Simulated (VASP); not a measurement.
# Al15Au8 (a cell with a defect) in VASP: a series of runs

Runs on Al15Au8 (a cell with a defect). Level: PBE. Tasks: single point.

Program: VASP 6.6.1. These are calculated values, not measurements. Logs are shortened: lines on timing, memory, paths and dates and some standing lists are left out, and cuts for length are marked.

## (1) Starting point

The cell holds a defect, 23 atoms: a = 8.498 Å, b = 8.498 Å, c = 8.498 Å, α = 60.00°, β = 60.00°, γ = 60.00°.

## (2) Single point, PBE

INCAR reads:

```
SYSTEM = Al15Au8
ALGO = Normal
EDIFF = 1E-6
ENCUT = 520
GGA = PE
ISIF = 2
ISMEAR = -1
LASPH = .TRUE.
LCHARG = .FALSE.
LREAL = Auto
LWAVE = .FALSE.
NBANDS = 84
NELM = 100
PREC = Accurate
SIGMA = 0.05
```

KPOINTS reads:

```
k-points
0
G
  2 2 2
  0 0 0
```

POSCAR reads:

```
Al15Au8
1.0
    0.0000000000      6.0088633800      6.0088633800
    6.0088633800      0.0000000000      6.0088633800
    6.0088633800      6.0088633800      0.0000000000
Au Al
8 15
Direct
   -0.0006936420      0.0002865767     -0.0003746133
   -0.0007039601      0.0003057151      0.5016096738
   -0.0006660994      0.5023281957     -0.0004024888
   -0.0049017590      0.5023672214      0.5017005396
    0.5012983004      0.0003271833     -0.0004007413
    0.5013230139     -0.0038229360      0.5016701678
    0.5013776000      0.5023812840     -0.0045511935
    0.5013582952      0.5023836139      0.5016320574
    0.1248059662      0.1258236296      0.1251075208
    0.1331803453      0.1342199762      0.6167097279
    0.3741618602      0.3751457401      0.8757670407
    0.1332544026      0.6173582698      0.1335684387
    0.3741229177      0.8765081126      0.3744136549
    0.1332003990      0.6174175989      0.6166979952
    0.3741307395      0.8764931347      0.8757823514
    0.6163619084      0.1342431087      0.1335260014
    0.8754758874      0.3751290148      0.3744248883
    0.6163996027      0.1342160653      0.6167181321
    0.8754827939      0.3751181143      0.8758224588
    0.6164365481      0.6174545443      0.1334709993
    0.8754346151      0.8765113578      0.3744458573
    0.6247617499      0.6258369948      0.6251115664
    0.8747807476      0.8758301974      0.8751057675
```

Potentials or basis: VASP PAW PBE potentials, release 64 (Au, Al).

The run is started by

```bash
$ cat potpaw_PBE.64/Au/POTCAR potpaw_PBE.64/Al/POTCAR > POTCAR
$ mpirun -np 1 vasp_std > vasp.out
```

OUTCAR:

```text
SYSTEM = Al15Au8
   EDIFF = 1E-6
   ENCUT = 520
   GGA = PE
   ISIF = 2
   ISMEAR = -1
   LASPH = .TRUE.
   LREAL = Auto
   NELM = 100
   PREC = Accurate

 ion  position               nearest neighbor table
   1  0.999  0.000  1.000-  23 2.59  21 2.60  15 2.60  19 2.60   9 2.61  10 2.66  12 2.66  16 2.66

   2  0.999  0.000  0.502-  23 2.59  21 2.60  17 2.60  13 2.60   9 2.61  14 2.66  18 2.66  10 2.66

   3  0.999  0.502  1.000-  23 2.59  17 2.60  11 2.60  19 2.60   9 2.61  20 2.66  14 2.66  12 2.66
[... 23 lines left out ...]
  17  0.875  0.375  0.374-   8 2.60   4 2.60   2 2.60   3 2.60   9 3.00  18 3.01  10 3.01  20 3.01
                            12 3.01  22 3.01
  18  0.616  0.134  0.617-   6 2.56   8 2.56   5 2.66   2 2.66  21 3.01  11 3.01  17 3.01  15 3.01
                            23 3.11
  19  0.875  0.375  0.876-   7 2.60   4 2.60   1 2.60   3 2.60   9 3.00  20 3.01  16 3.01  10 3.01
                            14 3.01  22 3.01
  20  0.616  0.617  0.133-   7 2.56   8 2.56   5 2.66   3 2.66  19 3.01  17 3.01  15 3.01  13 3.01
                            23 3.10
  21  0.875  0.877  0.374-   6 2.60   4 2.60   2 2.60   1 2.60   9 3.00  18 3.01  16 3.01  14 3.01
                            12 3.01  22 3.01
  22  0.625  0.626  0.625-   8 2.57   4 2.57   7 2.57   6 2.57  11 3.01  15 3.01  13 3.01  21 3.01
                            17 3.01  19 3.01
  23  0.875  0.876  0.875-   5 2.59   2 2.59   1 2.59   3 2.59  20 3.10  18 3.11  10 3.11  14 3.11
                            16 3.11  12 3.11

  LATTYP: Found a face centered cubic cell.
 ALAT       =    12.0177267600

  Lattice vectors:

 A1 = (   0.0000000000,   6.0088633800,   6.0088633800)
 A2 = (   6.0088633800,   0.0000000000,   6.0088633800)
 A3 = (   6.0088633800,   6.0088633800,   0.0000000000)

Analysis of symmetry for initial positions (statically):
=====================================================================
 Subroutine PRICEL returns:
 Original cell was already a primitive cell.

 Routine SETGRP: Setting up the symmetry group for a
 face centered cubic supercell.

 Subroutine GETGRP returns: Found  1 space group operations
 (whereof  1 operations were pure point group operations)
 out of a pool of 48 trial point group operations.

The static configuration has the point symmetry C_1 .

Analysis of symmetry for dynamics (positions and initial velocities):
=====================================================================
 Subroutine PRICEL returns:
 Original cell was already a primitive cell.

 Routine SETGRP: Setting up the symmetry group for a
 face centered cubic supercell.

 Subroutine GETGRP returns: Found  1 space group operations
 (whereof  1 operations were pure point group operations)
 out of a pool of 48 trial point group operations.

The dynamic configuration has the point symmetry C_1 .

 Subroutine INISYM returns: Found  1 space group operations
 (whereof  1 operations are pure point group operations),
 and found     1 'primitive' translations

----------------------------------------------------------------------------------------

                                     Primitive cell

  volume of cell :     433.9173

  direct lattice vectors                    reciprocal lattice vectors
     0.000000000  6.008863380  6.008863380    -0.083210412  0.083210412  0.083210412
     6.008863380  0.000000000  6.008863380     0.083210412 -0.083210412  0.083210412
     6.008863380  6.008863380  0.000000000     0.083210412  0.083210412 -0.083210412

  length of vectors
     8.497816086  8.497816086  8.497816086     0.144124662  0.144124662  0.144124662

  position of ions in fractional coordinates (direct lattice)
     0.999306358  0.000286577  0.999625387
     0.999296040  0.000305715  0.501609674
     0.999333901  0.502328196  0.999597511
     0.995098241  0.502367221  0.501700540
     0.501298300  0.000327183  0.999599259
     0.501323014  0.996177064  0.501670168
[... 15 lines left out ...]
     0.624761750  0.625836995  0.625111566
     0.874780748  0.875830197  0.875105768

  ion indices of the primitive-cell ions
   primitive index   ion index
                 1           1
                 2           2
                 3           3
                 4           4
                 5           5
                 6           6
[... 15 lines left out ...]
                22          22
                23          23

----------------------------------------------------------------------------------------

 KPOINTS: k-points

Automatic generation of k-mesh.
 Grid dimensions read from file:
 generate k-points for:    2    2    2

 Generating k-lattice:

  Cartesian coordinates                     Fractional coordinates (reciprocal lattice)
    -0.041605206  0.041605206  0.041605206     0.500000000  0.000000000  0.000000000
     0.041605206 -0.041605206  0.041605206     0.000000000  0.500000000  0.000000000
     0.041605206  0.041605206 -0.041605206     0.000000000  0.000000000  0.500000000

  Length of vectors
     0.072062331  0.072062331  0.072062331

  Shift w.r.t. Gamma in fractional coordinates (k-lattice)
     0.000000000  0.000000000  0.000000000

 Subroutine IBZKPT returns following result:
 ===========================================

 Found      8 irreducible k-points:

 Following reciprocal coordinates:
            Coordinates               Weight
  0.000000  0.000000  0.000000      1.000000
  0.500000  0.000000  0.000000      1.000000
  0.000000  0.500000  0.000000      1.000000
  0.000000  0.000000  0.500000      1.000000
  0.500000  0.500000  0.500000      1.000000
  0.500000  0.500000  0.000000      1.000000
  0.000000  0.500000  0.500000      1.000000
  0.500000  0.000000  0.500000      1.000000
   k-points           NKPTS =      8   k-points in BZ     NKDIM =      8   number of bands    NBANDS=     84
   number of dos      NEDOS =    301   number of ions     NIONS =     23
   total plane-waves  NPLWV = 262144
   dimension x,y,z NGX =    64 NGY =   64 NGZ =   64
   dimension x,y,z NGXF=   128 NGYF=  128 NGZF=  128
   ions per type =               8  15
   NGX,Y,Z   is equivalent  to a cutoff of  12.52, 12.52, 12.52 a.u.
   NGXF,Y,Z  is equivalent  to a cutoff of  25.04, 25.04, 25.04 a.u.
 SYSTEM =  Al15Au8
   PREC   = accura    normal or accurate (medium, high low for compatibility)
   ISTART =      0    job   : 0-new  1-cont  2-samecut
   ICHARG =      2    charge: 1-file 2-atom 10-const
   ISPIN  =      1    spin polarized calculation?
   LNONCOLLINEAR =      F non collinear calculations
   LSORBIT =      F    spin-orbit coupling
   LASPH  =      T    aspherical Exc in radial PAW
   ENCUT  =  520.0 eV  38.22 Ry    6.18 a.u.  15.80 15.80 15.80*2*pi/ulx,y,z
   NELM   =    100;   NELMIN=  2; NELMDL= -5     # of ELM steps
   EDIFF  = 0.1E-05   stopping-criterion for ELM
   LREAL  =      T    real-space projection
   EDIFFG = 0.1E-04   stopping-criterion for IOM
   NSW    =      0    number of steps for IOM
   IBRION =     -1    ionic relax: 0-MD 1-quasi-New 2-CG
   NFREE  =      0    steps in history (QN), initial steepest desc. (CG)
   ISIF   =      2    stress and relaxation
   ISYM   =      2    0-nonsym 1-usesym 2-fastsym
   POTIM  = 0.5000    time-step for ionic-motion
   TEBEG  =    0.0;   TEEND  =   0.0 temperature during run
   PSTRESS=    0.0 pullay stress
   NELECT =     133.0000    total number of electrons
   NUPDOWN=      -1.0000    fix difference up-down
   EMIN   =  10.00;   EMAX   =-10.00  energy-range for DOS
   EFERMI =   0.00;   METHOD = LEGACY
   ISMEAR =    -1;   SIGMA  =   0.05  broadening in eV -4-tet -1-fermi 0-gaus
   EFERMI_NEDOS =   21; number of points for ismear=-14 and -15
   IALGO  =     38    algorithm
   IMIX   =      4    mixing-type and parameters
     AMIX     =   0.40;   BMIX     =  1.00
     AMIX_MAG =   1.60;   BMIX_MAG =  1.00
  volume/ion in A,a.u.               =      18.87       127.31
  Fermi-wavevector in a.u.,A,eV,Ry     =   1.103798  2.085876 16.576939  1.218371
  Thomas-Fermi vector in A             =   2.240262
   LORBIT       =      0    0 simple, 1 ext, 2 COOP (PROOUT), +10 PAW based schemes
   GGA     = PE    functional components
   LHFCALC =     F    Hartree Fock is set to
   AEXX    =    0.0000 exact exchange contribution
   IVDW    =     0    specifies the selected vdW correction
   LEPSILON=     F    determine dielectric tensor
   LRPA    =     F    only Hartree local field effects (RPA)
 non-spin polarized calculation
  energy-cutoff  :      520.00
  volume of cell :      433.92
 maximum number of plane-waves:     11708
 NGX is ok and might be reduce to    64
   NGX = 31   NGY = 31   NGZ = 31

 number of electron     133.0000007 magnetization

 Free energy of the ion-electron system (eV)
  ---------------------------------------------------
  ext. energy  EPLUGINS =         0.00000000
  ---------------------------------------------------
  free energy    TOTEN  =       -91.32413795 eV

  energy without entropy =      -91.26535691  energy(sigma->0) =      -91.29474743

 E-fermi :   7.1800     XC(G=0): -10.3208

 val. band max:        7.0013867695   @ k =   0.5000   0.5000   0.5000
 cond. band min:       7.2429852654   @ k =   0.5000   0.0000   0.5000
 fundamental gap:      0.2415984959
 Fermi energy:         7.1800371206

 k-point     1 :       0.0000    0.0000    0.0000
  band No.  band energies     occupation
      1      -3.0655      2.00000
      2      -1.1184      2.00000
      3      -1.1183      2.00000
      4      -1.1182      2.00000
      5      -0.8709      2.00000
      6       0.0701      2.00000
[... 637 lines left out ...]
     77      10.1203      0.00000
     78      10.2203      0.00000
 [bands above 78 left out]

------------------------ aborting loop because EDIFF is reached ----------------------------------------

  FORCE on cell =-STRESS in cart. coord.  units (eV):
  Direction    XX          YY          ZZ          XY          YZ          ZX
  --------------------------------------------------------------------------------------
  -------------------------------------------------------------------------------------
  Total        4.0599939      4.0638563      4.0616837     -0.0023828      0.0005114     -0.0075522
  in kB       14.9909437     15.0052051     14.9971832     -0.0087981      0.0018884     -0.0278855
  external PRESSURE =      14.9977773 kB  Pullay stress =       0.0000000 kB

 VOLUME and BASIS-vectors are now :
 -----------------------------------------------------------------------------
  energy-cutoff  :      520.00
  volume of cell :      433.92
      direct lattice vectors                 reciprocal lattice vectors
     0.000000000  6.008863380  6.008863380    -0.083210412  0.083210412  0.083210412
     6.008863380  0.000000000  6.008863380     0.083210412 -0.083210412  0.083210412
     6.008863380  6.008863380  0.000000000     0.083210412  0.083210412 -0.083210412

 POSITION                                       TOTAL-FORCE (eV/Angst)
 -----------------------------------------------------------------------------------
      6.00833     12.01131      6.00642         0.000688      0.001569      0.000492
      3.01594      9.01874      6.00647        -0.001660     -0.000519      0.000690
      9.02487     12.01131      9.02328        -0.001746      0.000965     -0.001506
      6.03331      8.99406      8.99807         0.003914     -0.004508     -0.004308
      6.00842      9.01869      3.01420         0.000765     -0.000627     -0.001448
      9.00036      6.02685      8.99827        -0.003862      0.003496     -0.003725
[... 15 lines left out ...]
      7.51678      7.51032      7.51468        -0.000577     -0.000044      0.000629
     10.52114     10.51483     10.51918        -0.000638      0.000634      0.000688
 -----------------------------------------------------------------------------------
    total drift:                                0.009639     -0.004672      0.005367

  FREE ENERGIE OF THE ION-ELECTRON SYSTEM (eV)
  ---------------------------------------------------
  free  energy   TOTEN  =       -91.3241379526 eV

  energy  without entropy=      -91.2653569141  energy(sigma->0) =      -91.29474743
```

It took 6.5 min on 1 thread of Intel Xeon Platinum 8488C (Sapphire Rapids), shared host; peak memory 0.63 GiB.

What came out:

- Free energy: -91.3241 eV
- Pressure: 1.5 GPa
- Largest force: 0.008 eV/Å
- Band gap on the k mesh: none (metal or under the smearing width)

Forces on the atoms (eV/Å):
```
Au   0.001  0.002  0.000
Au  -0.002 -0.001  0.001
Au  -0.002  0.001 -0.002
Au   0.004 -0.005 -0.004
Au   0.001 -0.001 -0.001
Au  -0.004  0.003 -0.004
Au  -0.005 -0.004  0.004
Au   0.004  0.005  0.004
Al  -0.001 -0.001  0.000
Al   0.002  0.000  0.005
Al   0.000 -0.001  0.000
Al   0.003  0.005  0.000
Al   0.000  0.002 -0.001
Al  -0.005  0.000  0.002
Al  -0.004  0.000  0.000
Al   0.006  0.001  0.001
Al   0.000  0.000  0.001
Al   0.002 -0.007  0.001
Al  -0.001 -0.001  0.000
Al   0.003  0.000 -0.006
Al  -0.002  0.001 -0.003
Al  -0.001  0.000  0.001
Al  -0.001  0.001  0.001
```

Caveat: the k mesh is coarse (spacing up to 0.45 Å⁻¹), so the values aren't converged.

## (3) Single point, PBE

INCAR reads:

```
  ALGO = Normal
  EDIFF = 1E-6
  ENCUT = 520
  GGA = PE
  ISIF = 2
  ISMEAR = -1
  LASPH = True
  LCHARG = False
  LREAL = Auto
  LWAVE = False
  NBANDS = 84
  NELM = 80
  PREC = Accurate
  SIGMA = 0.05
```

KPOINTS reads:

```
k-points
0
Gamma
  2 2 2
```

POSCAR reads:

```
Al15Au8
1.0
    0.0000000000      6.0088633800      6.0088633800
    6.0088633800      0.0000000000      6.0088633800
    6.0088633800      6.0088633800      0.0000000000
Au Al
8 15
Direct
    0.0010462045      0.0020202656     -0.0066833771
    0.0010462045      0.0020182686      0.5043467139
   -0.0181757336      0.4999342322      0.0094855710
    0.0073648704      0.5071703760      0.4930973318
    0.4989626674     -0.0171928522      0.0094800791
    0.5061918216      0.0083437577      0.4930968326
    0.4970085541      0.4979882734     -0.0210959198
    0.4970112168      0.4979864428      0.5268285031
    0.1204115411      0.1213829395      0.1294666646
    0.1357963975      0.1367731213      0.6140793635
    0.3577655813      0.3587487955      0.8921069029
    0.1270183647      0.6232038845      0.1240071463
    0.3763284929      0.8746230639      0.3799280089
    0.1270215267      0.6232012218      0.6264995161
    0.3763276608      0.8746252274      0.8698489497
    0.6222309052      0.1279966695      0.1240050660
    0.8736521648      0.3772978942      0.3799351650
    0.6222292410      0.1279968359      0.6264974359
    0.8736497517      0.3772999745      0.8698448724
    0.5644929474      0.5654007730      0.1854177620
    0.8813655204      0.8823392487      0.3685111243
    0.6378350210      0.6388127433      0.6120402924
    0.8707328939      0.8717042923      0.8791454666
```

Potentials or basis: VASP PAW PBE potentials, release 64 (Au, Al).

The run is started by

```bash
$ cat potpaw_PBE.64/Au/POTCAR potpaw_PBE.64/Al/POTCAR > POTCAR
$ mpirun -np 1 vasp_std > vasp.out
```

It took 5.9 min on 1 thread of Intel Xeon Platinum 8488C (Sapphire Rapids), shared host; peak memory 0.6 GiB.

It converged, with:

```yaml
Free_energy: -90.9430 eV
Pressure: 1.6 GPa
Largest_force: 0.861 eV/Å
Band_gap_on_the_k_mesh: none (metal or under the smearing width)
```

Forces in eV/Å, atoms in the order of the input:
```
Au  -0.002 -0.002 -0.017
Au   0.002  0.002 -0.017
Au   0.012 -0.012 -0.024
Au   0.040 -0.040 -0.087
Au  -0.011  0.011 -0.024
Au  -0.040  0.040 -0.085
Au   0.045  0.045 -0.073
Au  -0.045 -0.045 -0.073
Al  -0.001  0.001 -0.038
Al   0.000  0.000  0.019
Al   0.000  0.000  0.033
Al   0.009  0.038 -0.013
Al  -0.004  0.013 -0.065
Al  -0.038 -0.009 -0.013
Al  -0.013  0.004 -0.065
Al   0.037  0.009 -0.013
Al   0.012 -0.004 -0.063
Al  -0.009 -0.037 -0.013
Al   0.004 -0.012 -0.063
Al   0.001 -0.001  0.861
Al   0.001 -0.001 -0.010
Al   0.001 -0.001 -0.157
Al  -0.001  0.001  0.002
```

Stress tensor (GPa, compression positive):
```
1.70 1.03 0.00
1.03 1.70 0.00
0.00 0.00 1.41
```

Levels at points of the mesh, in eV from the Fermi level:
| k point | band 65 | band 66 | band 67 | band 68 | band 69 | band 70 |
| --- | --- | --- | --- | --- | --- | --- |
| (0.00, 0.00, 0.00) | 0.65 | 0.68 | 1.00 | 1.00 | 1.18 | 1.34 |
| (0.50, 0.00, 0.00) | -0.85 | -0.83 | -0.29 | -0.07 | 1.54 | 1.55 |
| (0.00, 0.50, 0.00) | -0.85 | -0.83 | -0.29 | -0.07 | 1.53 | 1.55 |
| (0.00, 0.00, 0.50) | -0.73 | -0.72 | -0.34 | -0.23 | 1.49 | 1.59 |
| (0.50, 0.50, 0.00) | -0.26 | -0.19 | 0.00 | 0.18 | 0.43 | 0.70 |
| (0.00, 0.50, 0.50) | -0.26 | -0.21 | 0.03 | 0.10 | 0.49 | 0.78 |

Caveat: the k mesh is coarse (spacing up to 0.45 Å⁻¹), so the values aren't converged. Spin-orbit coupling is left out, which matters for the levels of Au.
